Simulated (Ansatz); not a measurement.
A film clamped to a substrate in Ta2C

Level of theory: Ansatz 0.2.0, DFT PBEsol, scalar-relativistic, plane waves, PAW. Cutoff 420 eV, Γ-centred 18×18×10 k-points, Gaussian smearing of 0.15 eV. Spin–orbit coupling is left out, which matters for the heavy elements here. No spin polarisation. Energies are free energies at this smearing, counted from the undisturbed cell; pressure is positive in compression.

Reference structure (relaxed at this level):

```
Ta C
1.0
     3.09530    0.00000    0.00000
    -1.54765    2.68061    0.00000
     0.00000    0.00000    4.92108
Ta C
2 1
Direct
  0.33333 0.66667 0.25288
  0.66667 0.33333 0.74712
  0.00000 0.00000 0.00000
```

The cell (3 atoms, V0 = 40.83 Å³) is strained by p along both x and y and by q along z, fractional coordinates fixed. τp = (1/V0) ∂E/∂p = (σxx + σyy)(1 + p)(1 + q) and τq = (1/V0) ∂E/∂q = σzz(1 + p)², with tension positive.

```
     p q  ΔE (meV/atom)  τp (GPa)  τq (GPa)
 0.000   0.000           0.00      0.05     -0.07
-0.025   0.000          38.95    -37.92     -9.25
 0.025   0.000          34.51     31.43      7.90
 0.000  -0.025          15.49     -9.06    -14.83
 0.000   0.025          13.90      8.08     12.87
```

Problem. Get the second derivatives of the energy density.

Solution. Central differences give A = ∂τp/∂p = 1387 GPa (C11 + C22 + 2 C12), C = ∂τq/∂q = 554 GPa (C33) and the cross term B = ∂τq/∂p = 343 GPa (C13 + C23); ∂τp/∂q = 343 GPa must equal B, and any difference shows higher-order terms. The ions are clamped.

Problem. A film of this crystal grows with z along the normal on a substrate that imposes p. How does its thickness respond, and what does the misfit cost?

Solution. Count p and q from the stress-free cell. A free surface needs τq = 0, so q = −(B/C) p = -0.62 p. The energy density left is (A − B²/C) p²/2 = M p², with the biaxial modulus M = 587 GPa; a misfit of 1 % costs 4.99 meV/atom, against 5.89 meV/atom if the thickness were held.

At p = -0.050 the energies along q are 325.4 (q = -0.050), 226.5 (q = -0.025), 166.5 (q = 0.000), 141.3 (q = 0.025), 146.5 (q = 0.050) meV/atom.

Problem. Does the linear rule hold at this misfit?

Solution. A parabola through the lowest point and its neighbours has its minimum at q = 0.033, 139.6 meV/atom. With the stress left in the starting cell, τp0 and τq0, linear elasticity gives q = −(τq0 + Bp)/C = 0.031 and E = V0(τp0 p + τq0 q + Ap²/2 + Bpq + Cq²/2)/N = 124.3 meV/atom. The energies differ by more than a tenth, so the quadratic law fails here: the gap holds the anharmonic part, with some error from the wide steps. Cubic terms also shift the vertex of so wide a parabola.

Forces appear on the atoms along this scan, and letting them relax would lower the energy and soften the response. In a metal these slopes depend on the k mesh and the smearing.

Compressing Ta2C in the plane makes it thicken, but by less than the strain imposed, and this relief lowers the misfit cost only modestly, from 5.89 to 4.99 meV/atom at 1 %. The stiffness along z, 554 GPa, is far from that of a van der Waals layered solid. Although carbon fills only alternate interlayers, Ta 5d–C 2p covalency binds the filled ones and metallic Ta–Ta d bonding holds the empty ones together. The larger value of A doesn't by itself show stiffer planes, because it describes straining two directions at once.

Compression costs more than equal extension along both strain paths, as expected when short-range repulsion rises faster than bonding weakens on stretching. This explains why the quadratic law underestimates the energy at p = -0.050, while its predicted thickness stays close to the scanned minimum. A film under tension would probably deviate the other way. These energies describe a coherent, uniformly strained crystal and don't determine the thickness at which misfit dislocations would become favourable.
